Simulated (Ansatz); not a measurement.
Here is an Ansatz 0.2.0 calculation.

File input.yaml:

```yaml
crystal:
  lattice:
    - [0.0, 3.039, 3.039]
    - [3.039, 0.0, 3.039]
    - [3.039, 3.039, 0.0]
  atoms:
    - { symbol: Hg, position: [0.0, 0.0, 0.0] }
    - { symbol: Se, position: [0.75, 0.75, 0.75] }
hamiltonian:
  xc: pbe
  pseudopotentials: { kind: paw }
kpoints:
  mp_grid: { grid: [8, 8, 8] }
scf:
  occupations: { method: gaussian, width: 0.029 }
output:
  forces: true
  stress: true
  eigenvalues: true
```

Potentials or basis: Ansatz PAW.

Run with:

```bash
$ ansatz run input.yaml --threads 2 --pin off --max-ram 5632MiB --backend cpu --events-out ev --progress --plain --runs-dir out
```

Q: Estimate the band gap on the k mesh.

A: None (metal or under the smearing width).

Q: Predict the pressure.

A: 4.7 GPa.

The run has no spin-orbit coupling, so splittings on Hg are missing.
